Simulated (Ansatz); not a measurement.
## NbTe2 monolayer (2H): relaxing the cell for a phonon run

Task: relax NbTe2 monolayer (2H) tightly.

Main program and level: Ansatz 0.2.0; DFT PBE, scalar-relativistic, plane waves, PAW.

## 1. Set-up

The cell holds 3 atoms: 1 Nb and 2 Te. Its edges and angles: a = 3.670 Å, b = 3.670 Å, c = 20.000 Å, α = 90.0°, β = 90.0°, γ = 120.0°. Vacuum lies along c.

## 2. Probe on a coarse mesh

A quick single point on a coarse mesh tells whether the cell has a gap and how far it is from rest, which sets the k mesh and smearing that follow.

The program solves this slab on a cell height of its own, 31.0 Å, in place of the one typed.

Contents of input.yaml:

```yaml
crystal:
  lattice:
    - [3.67, 0.0, 0.0]
    - [-1.835, 3.17831, 0.0]
    - [0.0, 0.0, 20.0]
  atoms:
    - { symbol: Nb, position: [0.333333, 0.666667, 0.5] }
    - { symbol: Te, position: [0.666667, 0.333333, 0.59] }
    - { symbol: Te, position: [0.666667, 0.333333, 0.41] }
  periodic: [true, true, false]
kpoints:
  mp_grid: { grid: [6, 6, 1] }
hamiltonian:
  xc: pbe
scf:
  occupations: { method: gaussian, width: 0.1 }
output:
  forces: true
  stress: true
  eigenvalues: true
```

The run is started by

```console
$ ansatz run input.yaml --threads 8 --pin off --max-ram 14336MiB --backend cpu --events-out ev --progress --plain --runs-dir out
```

Numbers of over 12 decimals in the logs are rounded to 6 here.

Output:

```text
[...]
--- Band table (eV; the first three rows and the last of 7) ---
  k-point 0: bands = [... 19 lower, -6.3387, -5.5639, -5.5639, -4.7369, -1.9929, -1.9929, -1.6729, -1.6729]
  k-point 1: bands = [... 19 lower, -6.1899, -6.0391, -5.6373, -4.9106, -2.6975, -2.5146, -2.2076, -1.5717]
  k-point 2: bands = [... 19 lower, -6.7418, -6.1204, -5.6485, -5.4613, -2.8898, -2.8574, -1.9357, -1.0778]
  k-point 6: bands = [... 19 lower, -7.7591, -7.5382, -6.3628, -4.5392, -3.4402, -2.3875, -1.9279, -0.6082]
[key lines of the parts left out:]
SCF converged after 7 iterations
Free energy (F): -18513.452754 eV
Fermi energy:    -4.998692 eV
P = ½ c Tr σ = 1.8213 N/m
```

Run time: 0.95 s. Hardware: 8 threads of Arm Neoverse V2, shared host; peak memory 0.71 GiB.

Numbers from this step:

- gap on the k-mesh: 0 eV
- area per atom: 3.888 Å²

The coarse mesh shows no gap.

## 3. Relaxation

Harmonic phonons are second derivatives at a point where the forces vanish, and they are wanted at zero stress, so atoms and cell are relaxed first.

The program solves this slab on a cell height of its own, 31.0 Å, in place of the one typed.

input.yaml, the sections that differ from step 2:

```yaml
kpoints:
  mp_grid: { grid: [15, 15, 1] }
output:
  forces: true
  stress: true
  eigenvalues: true
  write_density: true
  write_potential: true
  elf: true
  volumetric_format: npy
relax:
  adjacent_minimum: "off"
  f_tol: 0.005
  max_steps: 80
  cell: { stress_2d_tol: 0.02 }
# crystal, hamiltonian, scf: as in step 2
```

Output:

```text
[...]
Crystal: 3 atoms, lattice volume = 361.596 Å³
Basis set: ecut = 420 eV, 7039 PW (Γ), exchange–correlation on 50×50×432 points (8 copies of the dense FFT grid, shifted against one another)
Bands: 27, of which v1, the nominal top of the filled ones, is band 23 counted from 1 (22 counted from 0)
Symmetry: 12 space group operations
[...]
k-points: 27 of 225 (time reversal used)
[...]
SCF iter   1: F=—  HF=-18513.453923 eV  |F-HF|=—  |Δ(HF+E_count)|=         —  Δρ=2.60e-3  dr2=9.73e-2  ethr=1.77e-3  ⟨swp⟩=13.4  Hψ=5066  notcnv=0
[...]
SCF iter   7: F=-18513.450609 eV  HF=-18513.450609 eV  |F-HF|=6.78e-8  |Δ(HF+E_count)|=   2.47e-7  Δρ=2.75e-6  dr2=2.25e-8  ethr=2.22e-10  ⟨swp⟩=21.4  Hψ=8200  notcnv=0
SCF 1 converged in 7 iterations: F = -18513.450609 eV  dr2 = 2.25e-8
[...]
relax step   1: F+E_penalty+E_count = -18513.45060949 eV  Δ(F+E_penalty+E_count) = +0.000e0 eV  max|allowed force component| = 6.164e-1 eV/Å  Δτ_max = 0.0000 Å  P = +1.762 N/m  Ω = 361.596 Å³  fix = [c, alpha, beta]  reactions: c +0.000 N/m  (7 SCF iters, dr2 threshold 1.00e-7 eV, accepted)
Crystal: 3 atoms, lattice volume = 362.948 Å³
Basis set: ecut = 420 eV, 7087 PW (Γ), exchange–correlation on 50×50×432 points (8 copies of the dense FFT grid, shifted against one another)
[...]
iter 1 solved again at ethr=5.87e-4 eV; its pass at ethr=3.10e-3 eV (dr2=2.64e-1 eV) is discarded
[...]
SCF iter   8: F=-18513.340418 eV  HF=-18513.340418 eV  |F-HF|=3.41e-8  |Δ(HF+E_count)|=   2.27e-7  Δρ=1.54e-6  dr2=8.19e-9  ethr=6.67e-10  ⟨swp⟩=12.9  Hψ=5666  notcnv=0
SCF 2 converged in 8 iterations: F = -18513.340418 eV  dr2 = 8.19e-9
relax step   2: F+E_penalty+E_count = -18513.34041758 eV  Δ(F+E_penalty+E_count) = +1.102e-1 eV  max|allowed force component| = 1.116e0 eV/Å  Δτ_max = 0.1684 Å  P = -2.232 N/m  Ω = 362.948 Å³  energy of the carried Pulay correction = -5.097e-5 eV  fix = [c, alpha, beta]  (8 SCF iters, dr2 threshold 3.00e-7 eV, rejected (line search))
Crystal: 3 atoms, lattice volume = 364.625 Å³
Basis set: ecut = 420 eV, 7123 PW (Γ), exchange–correlation on 50×50×432 points (8 copies of the dense FFT grid, shifted against one another)
[...]
SCF iter   1: F=—  HF=-18513.491769 eV  |F-HF|=—  |Δ(HF+E_count)|=         —  Δρ=3.31e-3  dr2=7.64e-2  ethr=1.45e-4  ⟨swp⟩=2.0  Hψ=4487  notcnv=0
eigensolver tolerance schedule calibrated: the retry pair's looser diagonalisation under-reported the residual by θ = 0.15 (0.11/decade); ethr = c·dr2/N_el runs at the constant in force after the calibration composes with the one it found (an armed cap, an earlier calibration), c = 8.1e-2
[...]
SCF iter   2: F=—  HF=-18513.482344 eV  |F-HF|=—  |Δ(HF+E_count)|=   9.42e-3  Δρ=1.01e-3  dr2=2.39e-3  ethr=1.37e-4  ⟨swp⟩=2.3  Hψ=1014  notcnv=0
[...]
SCF iter  11: F=-18513.482659 eV  HF=-18513.482659 eV  |F-HF|=2.18e-11  |Δ(HF+E_count)|=  1.82e-10  Δρ=1.26e-8  dr2=6.36e-13  ethr=1.00e-12  ⟨swp⟩=12.7  Hψ=4956  notcnv=0
SCF 3 converged in 11 iterations: F = -18513.482659 eV  dr2 = 6.36e-13
relax step   3: F+E_penalty+E_count = -18513.48265947 eV  Δ(F+E_penalty+E_count) = -3.205e-2 eV  max|allowed force component| = 1.005e-1 eV/Å  Δτ_max = 0.0543 Å  P = -0.024 N/m  Ω = 364.625 Å³  energy of the carried Pulay correction = -1.140e-4 eV  fix = [c, alpha, beta]  reactions: c -0.000 N/m  (11 SCF iters, accepted)
[...]
relax step   4: F+E_penalty+E_count = -18513.48379054 eV  Δ(F+E_penalty+E_count) = -1.131e-3 eV  max|allowed force component| = 7.610e-3 eV/Å  Δτ_max = 0.0110 Å  P = +0.014 N/m  Ω = 365.940 Å³  energy of the carried Pulay correction = -1.632e-4 eV  fix = [c, alpha, beta]  reactions: c +0.000 N/m  (5 SCF iters, dr2 threshold 3.00e-7 eV, accepted)
[...]
relax step   5: F+E_penalty+E_count = -18513.48379419 eV  Δ(F+E_penalty+E_count) = -3.647e-6 eV  max|allowed force component| = 6.650e-4 eV/Å  Δτ_max = 0.0012 Å  P = +0.003 N/m  Ω = 366.184 Å³  energy of the carried Pulay correction = -1.722e-4 eV  fix = [c, alpha, beta]  reactions: c +0.000 N/m  (5 SCF iters, dr2 threshold 3.62e-9 eV, accepted)
[...]
SCF iter   6: F=-18513.483960 eV  HF=-18513.483960 eV  |F-HF|=2.88e-9  |Δ(HF+E_count)|=   8.15e-9  Δρ=2.16e-8  dr2=1.38e-12  ethr=1.00e-12  ⟨swp⟩=12.7  Hψ=5909  notcnv=0
SCF 6 converged in 6 iterations: F = -18513.483960 eV  dr2 = 1.38e-12
relax step   6: F+E_penalty+E_count = -18513.48396020 eV  Δ(F+E_penalty+E_count) = -1.660e-4 eV  max|allowed force component| = 6.371e-4 eV/Å  Δτ_max = 0.0000 Å  P = +0.003 N/m  Ω = 366.184 Å³  fix = [c, alpha, beta]  reactions: c +0.000 N/m  stress off target by 2.55e-3 N/m on what of the cell is left free  SCF on the basis re-selected at this cell (its energy is not comparable with the rows above)  (6 SCF iters)
basis re-selected at this cell: Δ(F+E_penalty+E_count) = -1.660e-4 eV, ΔP = -0.001 N/m vs the last step (what re-selecting the basis moved, of the pressure what is left beyond the Pulay correction that the steps carried, after the strain that the cell walked since its last selection, with what the two solves' SCF thresholds leave and, on support functions, any second-order correction that the steps lacked; it is no m [...]
SCF converged after 6 iterations
Free energy (F): -18513.483960 eV
[...]
Internal energy: -18513.465207 eV  (E = F + TS)
E sigma→0 (E₀):  -18513.474584 eV
Entropy (-TS):   -0.018753 eV (-6.251 meV/atom)
Fermi energy:    -5.014805 eV
[...]
--- Forces (eV/Å), atoms counted from 1 ---
  atom   1  Nb    -0.00000000     0.00000000     0.00000000
  atom   2  Te    -0.00000000    -0.00000000     0.00063707
  atom   3  Te     0.00000000    -0.00000000    -0.00063707
  max |Σ_I F_I| component: 1.85e-17 eV/Å
--- 2D stress c σ (N/m, compression-positive) ---
        0.002552       0.000000       0.000000
        0.000000       0.002552       0.000000
        0.000000       0.000000       0.000000
  P = ½ c Tr σ = 0.0026 N/m
--- Band table (eV; the first three rows and the last of 27) ---
  k-point 0: bands = [... 19 lower, -6.3062, -5.4705, -5.4705, -4.7660, -2.0730, -2.0730, -1.8207, -1.8207]
  k-point 1: bands = [... 19 lower, -6.2636, -5.5602, -5.4712, -4.7794, -2.2563, -2.1097, -1.9941, -1.9202]
  k-point 2: bands = [... 19 lower, -6.1420, -5.7902, -5.5565, -4.8462, -2.6025, -2.5333, -2.1695, -1.8001]
  k-point 26: bands = [... 19 lower, -7.6762, -7.4943, -6.3867, -4.5173, -3.3968, -2.4953, -2.0421, -0.7839]
--- Relaxed structure (5 steps of the walk, 4 accepted, 1 SCFs on fresh bases) ---
  F+E_penalty+E_count = -18513.48396020 eV   max|allowed force component| = 6.371e-4 eV/Å   (the final SCF, on the basis selected at the relaxed cell)
  cell:  # Å, volume = 366.1837 Å³
    - [3.693204, 0.0, 0.0]
    - [-1.846602, 3.198409, 0.0]
    - [0.0, 0.0, 31.0]
  atoms:
    - { symbol: Nb, position: [0.333333, 0.666667, 0.322581] }
    - { symbol: Te, position: [0.666667, 0.333333, 0.382002] }
    - { symbol: Te, position: [0.666667, 0.333333, 0.263159] }
```

Run time: 24 s. Hardware: 8 threads; peak memory 0.98 GiB.

Relaxation path:

```
step  energy less that of the first step (eV)  largest force component (eV/Å)  volume (Å³)
   1                                   0.0000                          0.6164       361.60
   2                                   0.1102                          1.1161       362.95
   3                                  -0.0321                          0.1005       364.63
   4                                  -0.0332                          0.0076       365.94
   5                                  -0.0332                          0.0007       366.18
  6*                                  -0.0334                          0.0006       366.18
```

Relaxation steps marked * repeat the geometry before them on a plane-wave basis chosen anew for their cell, so energy and pressure can jump there. Relaxation step 2 was tried and not accepted.

The run keeps the 12 symmetry operations that it works with, so distortions that break them were not tested.

```csv
cell as run,before,after,change
a (Å),3.670,3.693,+0.6 %
b (Å),3.670,3.693,+0.6 %
```

The atoms that moved most (Å, along periodic axes as changes of fractional coordinates times the final cell, across vacuum about the mean position):

```
atom     dx     dy      dz  length
 Te2  0.000  0.000   0.042   0.042
 Te3  0.000  0.000  -0.042   0.042
```

Final coordinates:

```cif
data_structure
_symmetry_space_group_name_H-M 'P 1'
_symmetry_Int_Tables_number 1
_cell_length_a 3.6932
_cell_length_b 3.6932
_cell_length_c 31.0000
_cell_angle_alpha 90.000
_cell_angle_beta 90.000
_cell_angle_gamma 120.000
_cell_volume 366.18
loop_
_atom_site_label
_atom_site_type_symbol
_atom_site_fract_x
_atom_site_fract_y
_atom_site_fract_z
_atom_site_occupancy
Nb1 Nb 0.33333 0.66667 0.32258 1
Te2 Te 0.66667 0.33333 0.38200 1
Te3 Te 0.66667 0.33333 0.26316 1
```

Numbers from this step:

| Item | Value |
| --- | --- |
| area per atom | 3.937 Å² |

Valence density in the ac plane at fractional y = 0.333, with atoms of Te within 0.2 Å of it. It is the smooth field of the valence electrons, not physical close to the nuclei.

Ten steps, logarithmic in the rise over the least value, from '0' (0 e/Å³) to '9' (10 e/Å³), each cell a mean:
```
00000000000000
00000000000000
00000000000000
00000000000000
00000000000000
00000000000000
00000000000000
00000000000000
00000000000000
00000000000000
00000000000000
00000000000000
00000000000000
00000011122110
21112347999753
22222234666533
22222222333222
22112347999853
10001123454322
00000000000000
00000000000000
00000000000000
00000000000000
00000000000000
```
Columns run along a (3.7 Å), rows up along c (31.0 Å). Atoms in or near the plane, at fractional coordinates: Te at (0.67, 0.38), Te at (0.67, 0.26).

ELF in the ac plane at fractional y = 0.333, with atoms of Te within 0.2 Å of it. It is the smooth field of the valence electrons, not physical close to the nuclei.

Values, 24 rows by 14 columns, each cell a mean:
```
0.00 0.00 0.00 0.00 0.00 0.00 0.00 0.00 0.00 0.00 0.00 0.00 0.00 0.00
0.00 0.00 0.00 0.00 0.00 0.00 0.00 0.00 0.00 0.00 0.00 0.00 0.00 0.00
0.00 0.00 0.00 0.00 0.00 0.00 0.00 0.00 0.00 0.00 0.00 0.00 0.00 0.00
0.00 0.00 0.00 0.00 0.00 0.00 0.00 0.00 0.00 0.00 0.00 0.00 0.00 0.00
0.00 0.00 0.00 0.00 0.00 0.00 0.00 0.00 0.00 0.00 0.00 0.00 0.00 0.00
0.00 0.00 0.00 0.00 0.00 0.00 0.00 0.00 0.00 0.00 0.00 0.00 0.00 0.00
0.00 0.00 0.00 0.00 0.00 0.00 0.00 0.00 0.00 0.00 0.00 0.00 0.00 0.00
0.00 0.00 0.00 0.00 0.00 0.00 0.00 0.00 0.00 0.00 0.00 0.00 0.00 0.00
0.00 0.00 0.00 0.00 0.00 0.00 0.00 0.00 0.00 0.00 0.00 0.00 0.00 0.00
0.00 0.00 0.00 0.00 0.00 0.00 0.00 0.00 0.00 0.00 0.00 0.00 0.00 0.00
0.00 0.00 0.00 0.00 0.00 0.00 0.00 0.00 0.00 0.00 0.00 0.00 0.00 0.00
0.00 0.00 0.00 0.00 0.00 0.00 0.00 0.00 0.00 0.00 0.00 0.00 0.00 0.00
0.01 0.00 0.00 0.00 0.01 0.03 0.08 0.14 0.20 0.22 0.21 0.17 0.11 0.05
0.26 0.09 0.03 0.05 0.18 0.43 0.63 0.72 0.76 0.77 0.77 0.74 0.68 0.54
0.56 0.34 0.17 0.25 0.49 0.60 0.54 0.40 0.23 0.18 0.19 0.32 0.50 0.58
0.39 0.25 0.18 0.22 0.34 0.46 0.50 0.46 0.38 0.33 0.35 0.43 0.49 0.49
0.23 0.18 0.17 0.18 0.21 0.30 0.37 0.39 0.37 0.35 0.36 0.39 0.39 0.34
0.57 0.38 0.22 0.30 0.51 0.58 0.49 0.33 0.14 0.08 0.10 0.25 0.44 0.55
0.42 0.17 0.06 0.11 0.32 0.58 0.71 0.72 0.69 0.67 0.68 0.71 0.72 0.66
0.05 0.01 0.01 0.01 0.03 0.11 0.25 0.35 0.43 0.45 0.44 0.39 0.29 0.17
0.00 0.00 0.00 0.00 0.00 0.00 0.01 0.01 0.02 0.02 0.02 0.01 0.01 0.00
0.00 0.00 0.00 0.00 0.00 0.00 0.00 0.00 0.00 0.00 0.00 0.00 0.00 0.00
0.00 0.00 0.00 0.00 0.00 0.00 0.00 0.00 0.00 0.00 0.00 0.00 0.00 0.00
0.00 0.00 0.00 0.00 0.00 0.00 0.00 0.00 0.00 0.00 0.00 0.00 0.00 0.00
```
Columns run along a (3.7 Å), rows up along c (31.0 Å). Atoms in or near the plane, at fractional coordinates: Te at (0.67, 0.38), Te at (0.67, 0.26).

Electrostatic potential energy in the ac plane at fractional y = 0.333, with atoms of Te within 0.2 Å of it. With pseudopotentials it is smooth inside the atoms' cores, unlike the true potential.

Values in eV, 24 rows by 14 columns, each cell a mean:
```
  0   0   0   0   0   0   0   0   0   0   0   0   0   0
  0   0   0   0   0   0   0   0   0   0   0   0   0   0
  0   0   0   0   0   0   0   0   0   0   0   0   0   0
  0   0   0   0   0   0   0   0   0   0   0   0   0   0
  0   0   0   0   0   0   0   0   0   0   0   0   0   0
  0   0   0   0   0   0   0   0   0   0   0   0   0   0
  0   0   0   0   0   0   0   0   0   0   0   0   0   0
  0   0   0   0   0   0   0   0   0   0   0   0   0   0
  0   0   0   0   0   0   0   0   0   0   0   0   0   0
  0   0   0   0   0   0   0   0   0   0   0   0   0   0
  0   0   0   0   0   0   0   0   0   0   0   0   0   0
  0   0   0   0   0   0   0   0   0   0   0   0   0   0
  0   0   0   0   0   0   0   0   0   0   0   0   0   0
 -1  -1   0   0  -1  -1  -2  -3  -4  -4  -4  -3  -2  -1
 -6  -3  -2  -2  -4 -10 -16 -11  -6  -4  -5  -9 -16 -14
 -6  -7  -7  -7  -7  -8 -10 -11 -10  -9 -10 -11 -11  -9
 -8 -10 -11 -11  -9  -7  -6  -7  -8  -8  -8  -7  -6  -6
 -6  -4  -3  -3  -5 -11 -17 -11  -4  -2  -3  -7 -17 -15
 -2  -1  -1  -1  -2  -3  -6  -9  -9  -8  -9  -9  -7  -4
  0   0   0   0   0   0   0   0   0   0   0   0   0   0
  0   0   0   0   0   0   0   0   0   0   0   0   0   0
  0   0   0   0   0   0   0   0   0   0   0   0   0   0
  0   0   0   0   0   0   0   0   0   0   0   0   0   0
  0   0   0   0   0   0   0   0   0   0   0   0   0   0
```
Columns run along a (3.7 Å; values clipped at the 3rd and 97th percentile), rows up along c (31.0 Å). Atoms in or near the plane, at fractional coordinates: Te at (0.67, 0.38), Te at (0.67, 0.26).

## 4. Relaxing to small forces for the phonons

Phonons need a cell at rest on their own settings, so the relaxation is repeated with tight tolerances on forces and stress, using the mesh and the filling of the phonon run that follows.

input.yaml, the sections that differ from step 3:

```yaml
crystal:
  lattice:
    - [3.6932042707, 0.0, 0.0]
    - [-1.8466021353, 3.1984087198, 0.0]
    - [0.0, 0.0, 31.0]
  atoms:
    - { symbol: Nb, position: [0.3333333333, 0.6666666667, 0.3225806452] }
    - { symbol: Te, position: [0.6666666667, 0.3333333333, 0.3820022022] }
    - { symbol: Te, position: [0.6666666667, 0.3333333333, 0.2631590881] }
  periodic: [true, true, false]
kpoints:
  mp_grid: { grid: [18, 18, 1] }
scf:
  occupations: { method: methfessel_paxton, width: 0.15 }
relax:
  adjacent_minimum: "off"
  f_tol: 0.001
  max_steps: 60
  cell: { stress_2d_tol: 0.002 }
# hamiltonian, output: as in step 3
```

Output:

```text
[...]
Crystal: 3 atoms, lattice volume = 366.184 Å³
Basis set: ecut = 420 eV, 7195 PW (Γ), exchange–correlation on 50×50×432 points (8 copies of the dense FFT grid, shifted against one another)
Bands: 27, of which v1, the nominal top of the filled ones, is band 23 counted from 1 (22 counted from 0)
[... 1 set-up line as in the run before ...]
[...]
--- Relaxed structure (4 steps of the walk, 3 accepted, 1 SCFs on fresh bases) ---
[...]
cell:  # Å, volume = 366.3760 Å³
    - [3.694174, -2.8875105799359565e-11, 0]
    - [-1.847087, 3.199249, 0]
    - [0, 0, 31.0]
  atoms:
    - { symbol: Nb, position: [0.333333, 0.666667, 0.322581] }
    - { symbol: Te, position: [0.666667, 0.333333, 0.381973] }
    - { symbol: Te, position: [0.666667, 0.333333, 0.263188] }
[key lines of the parts left out:]
SCF converged after 7 iterations
Free energy (F): -18513.475572 eV
Fermi energy:    -5.014291 eV
P = ½ c Tr σ = 0.0019 N/m
```

Wall time 23 s (8 threads); peak memory 1.1 GiB; 2.9 min of CPU time.

Little changed from the start: no atom moved by 0.005 Å and no cell edge by 0.1 %.

Numbers from this step:

```yaml
area_per_atom: 3.94 Å²
```

Electrostatic potential energy in the ac plane at fractional y = 0.333, with atoms of Te within 0.2 Å of it. With pseudopotentials it is smooth inside the atoms' cores, unlike the true potential.

Ten even steps from '_' (-18 eV) to '@' (0 eV), each cell a mean:
```
@@@@@@@@@@@@@@@@@@@@@@@@@@@@
@@@@@@@@@@@@@@@@@@@@@@@@@@@@
@@@@@@@@@@@@@@@@@@@@@@@@@@@@
@@@@@@@@@@@@@@@@@@@@@@@@@@@@
@@@@@@@@@@@@@@@@@@@@@@@@@@@@
@@@@@@@@@@@@@@@@@@@@@@@@@@@@
@@@@@@@@@@@@@@@@@@@@@@@@@@@@
@@@@@@@@@@@@@@@@@@@@@@@@@@@@
@@@@@@@@@@@@@@@@@@@@@@@@@@@@
@@@@@@@@@@@@@@@@@@@@@@@@@@@@
@@@@@@@@@@@@@@@@@@@@@@@@@@@@
@@@@@@@@@@@@@@@@@@@@@@@@@@@@
@@@@@@@@@@@@@@@@@@@@@@@@@@@@
@@@@@@@@@@@@%%%%######%%%%@@
**%%%%%%##==__--**####++....
**********++==--======----++
++==----==++****++++++++****
**##%%%%##--__--##%%%%++__..
%%@@@@@@@@%%**++==++++==++##
@@@@@@@@@@@@@@@@@@@@@@@@@@@@
@@@@@@@@@@@@@@@@@@@@@@@@@@@@
@@@@@@@@@@@@@@@@@@@@@@@@@@@@
@@@@@@@@@@@@@@@@@@@@@@@@@@@@
@@@@@@@@@@@@@@@@@@@@@@@@@@@@
```
Columns run along a (3.7 Å; values clipped at the 3rd and 97th percentile), rows up along c (31.0 Å). Atoms in or near the plane, at fractional coordinates: Te at (0.67, 0.38), Te at (0.67, 0.26).

ELF in the ac plane at fractional y = 0.333, with atoms of Te within 0.2 Å of it. It is the smooth field of the valence electrons, not physical close to the nuclei.

Ten even steps from '_' (0.00) to '@' (0.77), each cell a mean:
```
____________________________
____________________________
____________________________
____________________________
____________________________
____________________________
____________________________
____________________________
____________________________
____________________________
____________________________
____________________________
____________....::::::::..__
--..____::++%%@@@@@@@@@@%%##
##==::--**####++--::::==**##
++--::::==****++======++****
::::::::::--==++======++++==
##==::--**##**==......--++##
++::__..==##@@@@@@%%%%@@@@%%
__________..--==++++++++--::
____________________________
____________________________
____________________________
____________________________
```
Columns run along a (3.7 Å), rows up along c (31.0 Å). Atoms in or near the plane, at fractional coordinates: Te at (0.67, 0.38), Te at (0.67, 0.26).

Valence density in the ac plane at fractional y = 0.333, with atoms of Te within 0.2 Å of it. It is the smooth field of the valence electrons, not physical close to the nuclei.

Ten steps, logarithmic in the rise over the least value, from '0' (0 e/Å³) to '9' (10 e/Å³), each cell a mean:
```
00000000000000
00000000000000
00000000000000
00000000000000
00000000000000
00000000000000
00000000000000
00000000000000
00000000000000
00000000000000
00000000000000
00000000000000
00000000000000
00000011122110
21112347999753
22222234666533
22222222333222
22112347999853
10001123454322
00000000000000
00000000000000
00000000000000
00000000000000
00000000000000
```
Columns run along a (3.7 Å), rows up along c (31.0 Å). Atoms in or near the plane, at fractional coordinates: Te at (0.67, 0.38), Te at (0.67, 0.26).

The largest force component left is 0.36 meV/Å, within the tolerances set.

## 5. Summary of results

* space group after relaxation (within 0.01 Å): P-6m2
* lattice constant a: 3.694 Å
* lattice constant b: 3.694 Å
* area per atom: 3.94 Å²

The largest force component left is 0.36 meV/Å, within the tolerances set. The relaxation keeps the symmetry of its start, so it says nothing on stability against lower symmetry. The runs are without spin polarisation, although the cell has an odd electron count. Spin-orbit coupling is left out, which can matter for the heavy elements here. The starting cell was built on a prototype and not taken from a measurement.

[Logs are printed without paths, hosts, clocks, repeated set-up lines and the standing remarks that a program may print on its own settings, such as how far it seeks lower states.]

[Hosts, paths, dates, database ids (printed as entryN), source tags and the programs' standing remarks are cut or masked in the printed files.]
